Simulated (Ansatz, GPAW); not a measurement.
This is a calculation of FeO (Wuestite) for Ansatz 0.2.0. 

Contents of input.yaml:

```yaml
crystal:
  lattice:
    - [0.0, 2.1554, 2.1554]
    - [2.1554, 0.0, 2.1554]
    - [2.1554, 2.1554, 0.0]
  atoms:
    - { symbol: Fe, position: [0.0, 0.0, 0.0], spin: 3.0 }
    - { symbol: O, position: [0.5, 0.5, 0.5] }
hamiltonian:
  xc: pbe
  pseudopotentials: { kind: paw }
magnetization:
  spin_polarized: true
kpoints:
  mp_grid: { grid: [11, 11, 11] }
scf:
  occupations: { method: gaussian, width: 0.011 }
output:
  forces: true
  stress: true
  eigenvalues: true
```

Potentials or basis: Ansatz PAW.

Launch:

```console
$ ansatz run input.yaml --threads 2 --pin off --max-ram 5632MiB --backend cpu --events-out ev --progress --plain --runs-dir out
```

**Question.** What does the same run look like in GPAW 26.7.0 (ASE script)? Potentials or basis there: GPAW PAW data sets (gpaw-data 1.2.1), cutoff 800 eV.

**Answer.** As run (cutoffs and basis follow the program's own potentials, and thresholds, step limits or extra output files can differ):

Contents of run.py:

```python
from ase.dft.bandgap import bandgap
from ase.io import read, write
from ase.units import Bohr, GPa
from gpaw import GPAW, PW
from gpaw.elf import elf_from_dft_calculation

atoms = read('POSCAR')
atoms.set_initial_magnetic_moments([3.0, 0.0])

calc = GPAW(mode=PW(800),
            xc='PBE',
            kpts={'size': (11, 11, 11), 'gamma': True},
            occupations={'name': 'methfessel-paxton', 'order': 0, 'width': 0.011},
            nbands=17,
            convergence={'density': 1e-05, 'energy': 1e-05},
            maxiter=150,
            txt='gpaw.txt')
atoms.calc = calc
energy = atoms.get_potential_energy()
forces = atoms.get_forces()
stress = atoms.get_stress()
calc.write('gs.gpw')
write('result.traj', atoms)
print(f'Energy: {energy:.6f} eV')
print('Forces (eV/A):')
print(forces.round(4))
print('Stress (GPa):', (stress / GPa).round(3))
print('Moments:', calc.get_magnetic_moments().round(3))
print('Fermi level:', round(calc.get_fermi_level(), 4), 'eV')
print(f'Gap: {bandgap(calc)[0]:.4f} eV, direct: {bandgap(calc, direct=True)[0]:.4f} eV')

# fields on the real-space grid
write('density.cube', atoms, data=calc.get_pseudo_density() * Bohr**3)
write('potential.cube', atoms, data=calc.get_electrostatic_potential())
write('spin.cube', atoms, data=(calc.get_pseudo_density(spin=0) - calc.get_pseudo_density(spin=1)) * Bohr**3)
write('elf.cube', atoms, data=elf_from_dft_calculation(calc).data)
```

The input POSCAR:

```
FeO
1.0
    0.0000000000      2.1554000000      2.1554000000
    2.1554000000      0.0000000000      2.1554000000
    2.1554000000      2.1554000000      0.0000000000
Fe O
1 1
Direct
    0.0000000000      0.0000000000      0.0000000000
    0.5000000000      0.5000000000      0.5000000000
```

Potentials or basis: GPAW PAW data sets (gpaw-data 1.2.1), pw.

Launch:

```sh
$ OMP_NUM_THREADS=1 python run.py
```

Both were run:

|  | Ansatz | GPAW |
| --- | --- | --- |
| Pressure | -0.3 GPa | 0.8 GPa |
| Net moment | 4.00 μB per cell | 4.00 μB per cell |

Ansatz's pressure holds a Pulay term of +0.65 GPa for its cutoff of 420 eV, which the other run lacks.

The potentials hold 22 and 14 valence electrons a cell.

Where Ansatz's input types no cutoff or centring, it takes its own default and a Γ-centred mesh.

The magnetic state is the one that the start led to; the real crystal's order can differ.

Pressure is positive in compression.
